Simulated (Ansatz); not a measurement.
# CuI: the cost of one run

Program: Ansatz 0.2.0. Level of theory: DFT PBE, scalar-relativistic, plane waves, PAW. These are calculated values, not measurements.

The COD entry's cell or inner coordinates are ideal or old and differ from later refinements, so a difference from it is no clean test against experiment.

## (1) Starting point

The structure is cubic, space group F-43m (No. 216). The conventional cell has a = 6.063 Å, b = 6.063 Å, c = 6.063 Å, α = 90.00°, β = 90.00°, γ = 90.00°. Cu (site symmetry -43m) has 4 I at 2.63 Å in its first shell of neighbours. I (site symmetry -43m) is surrounded by 4 Cu at 2.63 Å.

Coordinates:

```cif
data_structure
_symmetry_space_group_name_H-M 'F-43m'
_symmetry_Int_Tables_number 216
_cell_length_a 6.0630
_cell_length_b 6.0630
_cell_length_c 6.0630
_cell_angle_alpha 90.000
_cell_angle_beta 90.000
_cell_angle_gamma 90.000
_cell_volume 222.88
loop_
_atom_site_label
_atom_site_type_symbol
_atom_site_symmetry_multiplicity
_atom_site_Wyckoff_symbol
_atom_site_fract_x
_atom_site_fract_y
_atom_site_fract_z
_atom_site_occupancy
Cu1 Cu 4 c 0.25000 0.25000 0.25000 1
I1 I 4 a 0.00000 0.00000 0.00000 1
```

The structure comes from the Crystallography Open Database.

## (2) A first look at the start

Contents of input.yaml:

```yaml
crystal:
  lattice:
    - [0.0, 3.0315, 3.0315]
    - [3.0315, 0.0, 3.0315]
    - [3.0315, 3.0315, 0.0]
  atoms:
    - { symbol: Cu, position: [0.75, 0.75, 0.75], spin: 1.0 }
    - { symbol: I, position: [0.0, 0.0, 0.0] }
basis:
  ecutwfc: 420
kpoints:
  mp_grid: { grid: [6, 6, 6] }
hamiltonian:
  xc: pbe
scf:
  occupations: { method: gaussian, width: 0.1 }
  lower_state_search: "off"
output:
  forces: true
  stress: true
  eigenvalues: true
  populations: true
magnetization:
  spin_polarized: true
```

On the command line:

```bash
ansatz run input.yaml --threads 1 --pin off --max-ram 2560MiB --backend cpu --events-out ev --progress --plain --runs-dir out
```

What time and memory should one allow on 1 thread of Arm Neoverse V2, shared host?

About 7.2 s, with a peak of 0.33 GiB.
